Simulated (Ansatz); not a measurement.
RbBr in the CsCl structure, relaxed with r2SCAN: the symmetry is Pm-3m (No. 221, cubic); conventional cell a = 4.128 Å, 35.17 Å³ an atom. Rb is surrounded by 8 Br at 3.57 Å; Br is surrounded by 8 Rb at 3.57 Å. One-shot G0W0@r2SCAN in the PAW code Ansatz on a 4×4×4 mesh (contour deformation, no spin-orbit coupling), from an r2SCAN gap of 4.822 eV over the mesh points (the G0W0 gap is indirect on the mesh); the number N of bands summed and the screening cutoff rise together. The cell comes from a prototype generator: it can be a known phase or a hypothetical one. Spin polarisation is off.

| N | cutoff (eV) | 1000/N | G0W0 gap (eV) |
| --- | --- | --- | --- |
| 122 | 80 | 8.197 | 6.571 |
| 272 | 140 | 3.676 | 6.770 |

**Lay a straight line in 1000/N through these rows.** The slope is -0.0440 eV per unit of 1000/N and the intercept 6.932 eV.

**Predict the gap at N = 494 (210 eV).** 6.932 + (-0.0440) × 2.024 = 6.843 eV; the run gives 6.843 eV, 0.000 eV from the line.

**With that run's result added, what limit do the last two rows suggest?** Their slope is (6.843 − 6.770)/(2.024 − 3.676) = -0.0442, which meets 1/N = 0 at 6.93 eV, against 6.932 eV from the first line. The two lines nearly agree; the k mesh isn't extrapolated.

The runs are scalar-relativistic, without spin-orbit coupling.
